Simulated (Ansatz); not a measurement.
Space group Fm-3m (No. 225). a = 5.044 Å, b = 5.044 Å, c = 5.044 Å, α = 90.00°, β = 90.00°, γ = 90.00°
| atom | site | symmetry | x | y | z |
| --- | --- | --- | --- | --- | --- |
| Hf | 4a | m-3m | 0.0000 | 0.0000 | 0.0000 |
| O | 8c | -43m | 0.2500 | 0.7500 | 0.7500 |

Equation of state of this HfO2 structure (not necessarily the ground state), with shape and atoms relaxed at each volume where symmetry leaves them free. Theory: DFT PBEsol, scalar-relativistic, plane waves, PAW (Ansatz).

Plane waves to 420 eV, a k mesh through Γ of 8×8×8 on the computed 3-atom cell and Gaussian smearing (0.02 eV); no spin polarisation.

```tsv
V (Å³/atom)	E − E(largest V) (meV/atom)	P (GPa)	gap on mesh (eV)
9.410	83.59	44.20	3.97
9.731	9.27	30.38	3.90
10.052	-39.45	18.62	3.83
10.373	-66.45	8.56	3.75
10.693	-74.72	-0.02	3.69
11.014	-67.22	-7.36	3.62
11.335	-46.04	-13.64	3.55
11.763	0.00	-20.63	3.47
```

Problem. Fit a third-order Birch–Murnaghan equation to E(V).

Solution. V0 = 10.69 Å³/atom, B0 = 264 GPa, B0' = 4.2.

Spin-orbit coupling is left out, which matters for the bands of heavy elements.

This fluorite-type form isn't the usual stable structure of the compound.